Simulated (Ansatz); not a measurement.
Write a Python script for Ansatz 0.2.0 through its Python package that makes a check of PAW against all-electron LAPW of ZrS2, space group P-3m1. Level of theory (first run): PBE, PAW, the default cutoff (420 eV here), 6×6×4 k-points, cold smearing of 0.01 eV.

```
Zr S
1.0
     3.69138    0.00000    0.00000
    -1.84569    3.19683    0.00000
     0.00000    0.00000    6.04108
Zr S
1 2
Direct
  0.00000 0.00000 0.00000
  0.66667 0.33333 0.76209
  0.33333 0.66667 0.23791
```

Script `paw_lapw_zrs2.py`:
```python
"""PAW against all-electron LAPW for ZrS2."""

import ansatz as az
import numpy as np

XC = "PBE"
KMESH = (6, 6, 4)
SMEARING = "cold"
SMEARING_WIDTH = 0.01


def count_gap(report):
    # lowest empty less highest filled band, counting bands; zero where they overlap
    return max(report.get("gap_by_band_count_ev") or 0.0, 0.0)

xtal = (
    az.Lattice.of([3.691383, 0.0, 0.0], [-1.845691, 3.196831, 0.0], [0.0, 0.0, 6.041077])
    .atom("Zr", [0.0, 0.0, 0.0])
    .atom("S", [2 / 3, 1 / 3, 0.76209])
    .atom("S", [1 / 3, 2 / 3, 0.23791])
)

model = (
    xtal.calculation()
    .functional(XC)
    .kpoints(*KMESH)
    .occupations(SMEARING, width=SMEARING_WIDTH)
    .stress()
    .forces()
    .band_table()
)
variants = {
    "PAW": model.pseudopotentials("paw"),
    "LAPW": model.pseudopotentials("all_electron", lapw=True),
}
# totals differ by the cores that each treatment holds, so compare what does not depend on them
rows = []
for label, variant in variants.items():
    data = variant.run(threads=1).report
    levels = np.array(data["eigenvalues_ev"][0]) - data["fermi_energy_ev"]
    print(label, "levels at the first k-point near E_F:", np.round(levels[np.abs(levels) < 5], 3))
    rows.append((label, data["n_electrons"], np.trace(data["stress_gpa"]) / 3, float(np.abs(data["forces_ev_ang"]).max()), count_gap(data)))
print("     treatment  electrons in bands           P GPa  max force component eV/A  gap by band count eV")
for row in rows:
    print(f"{str(row[0]):>14s}  {row[1]:18.1f}  {row[2]:14.3f}  {row[3]:24.4f}  {row[4]:20.3f}")
```

Output of `python paw_lapw_zrs2.py`:
```text
DeckWarning: basis.ecutwfc = 420 eV, auto-derived from the records' recommended cutoffs: set by Zr (normal level)
PAW levels at the first k-point near E_F: [-4.697 -3.269 -3.269 -0.587 -0.587 -0.545  1.086  1.086  1.93   4.501]
LAPW levels at the first k-point near E_F: [-4.697 -3.268 -3.268 -0.587 -0.587 -0.545  1.088  1.088  1.931  4.501
  4.501]
     treatment  electrons in bands           P GPa  max force component eV/A  gap by band count eV
           PAW                24.0           0.530                    0.0378                 1.071
          LAPW                58.0           0.548                    0.0399                 1.072
```
(Warnings from the package without file and line.)

PAW gives 0.530 GPa and LAPW 0.548 GPa, 0.018 GPa apart. They took 1.6 and 14.6 s of processor time.

The run is spin-unpolarised. Semilocal gaps usually lie well under measured ones. The computed bands are complete only to about 3.9 eV above the Fermi level. In a crystal with a gap the Fermi level's place inside it depends on smearing and mesh. This cell is a computed structure, which may not be the phase found in nature. Gaps and levels are Kohn-Sham values on a finite set of k-points, without spin-orbit coupling. Pressure is positive in compression; the treatments may keep other shells as core, so totals and counts of electrons can differ. The whole script took 17 s on 1 thread of Arm Neoverse V1, on a shared host, peak memory 0.5 GiB.
